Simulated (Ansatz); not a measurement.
MnO:

```
Mn O
1.0
     0.00000    2.22200    2.22200
     2.22200    0.00000    2.22200
     2.22200    2.22200    0.00000
Mn O
1 1
Direct
  0.00000 0.00000 0.00000
  0.50000 0.50000 0.50000
```

Base run:

```yaml
Program: Ansatz 0.2.0
Functional: PBEsol
Potentials_or_basis: all-electron LAPW, scalar-relativistic
Cutoff: 325 eV (chosen from the basis error)
Basis_error_allowed: 0.001 eV/atom
k_mesh: 10 × 10 × 10
Occupations: fermi-dirac, width 0.05 eV
Spin: collinear spin, ferromagnetic start
Starting_moments: "[5.0, 0.0] μB"
Hubbard_terms: Mn d U = 4 eV
```

Its results: band gap on the k mesh none (metal or under the smearing width); pressure 3.3 GPa; net moment 5.00 μB per cell; site moments Mn +4.56; O +0.18 μB.

Problem. The run is repeated on the same cell with these changes: hubbard terms from Mn d U = 4 eV to none. What comes out?

Solution. Band gap on the k mesh none (metal or under the smearing width); pressure -6.9 GPa; net moment 4.76 μB per cell; site moments Mn +4.30; O +0.23 μB.

Caveats: a cell with one magnetic atom can't hold antiferromagnetic order, which such compounds often take; the density of states is complete only up to the lowest level of the last band computed; the magnetic state may not be the lowest (some runs); U is the effective U less J, on atomic orbitals that reach past the spheres (some runs); semilocal functionals often make such compounds metallic where correlation or magnetic order opens a gap, which also shifts bond lengths (some runs).
